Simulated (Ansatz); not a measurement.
## Zone-centre phonons of InP at 20 GPa: input and output

All numbers below come from Ansatz, DFT LDA, scalar-relativistic, plane waves, PAW.

Launched with:
```bash
ansatz run input.yaml --threads 1 --pin off --max-ram 3072MiB --backend cpu --events-out ev --progress --plain --runs-dir out
```

Input (bare energies are in eV):
```yaml
crystal:
  lattice:
    - [0.0, 2.5725881249, 2.5725881249]
    - [2.5725881249, 0.0, 2.5725881249]
    - [2.5725881249, 2.5725881249, 0.0]
  atoms:
    - { symbol: In, position: [0.0, 0.0, 0.0] }
    - { symbol: P, position: [0.5, 0.5, 0.5] }
basis:
  ecutwfc: 420
kpoints:
  mp_grid: { grid: [14, 14, 14] }
hamiltonian:
  xc: lda
scf:
  occupations: { method: fermi_dirac, width: 0.15 }
output:
  eigenvalues: true
phonons:
  method: dfpt
  eigenvectors: true
```

Results section of the output:
```
--- Phonons (Γ-DFPT): 2 representative perturbations + reference, on 244 of 2744 k-points (Σ response iterations 6) ---
  k mesh reduced under 8 symmetry operations, with k and −k counted as one. Each operation leaves every solved perturbation unchanged. A smaller set is not used because it would not reduce the number of displacements ...
  ASR residual: 7.159e-5 → 0.000e0 eV/Å²; symmetrization residual: 8.371e-6 eV/Å²
  ASR residual per site (eV/Å²): 7.16e-5 6.87e-5
  Γ frequencies (cm⁻¹): 0.00 0.00 0.00 266.72 266.72 266.72
  non-analytic LO–TO correction: not included (Born effective charges unavailable; polar crystals: no LO–TO splitting at Γ)
```

Time: 32 s on 1 thread of Arm Neoverse V1, on a shared host, peak memory 0.62 GiB.

In a metal, frequencies and elastic constants depend on the k mesh and the smearing, soft modes and shear constants most. Other phases may be more stable at this pressure.

This rock-salt form isn't the usual stable structure of the compound at low pressure.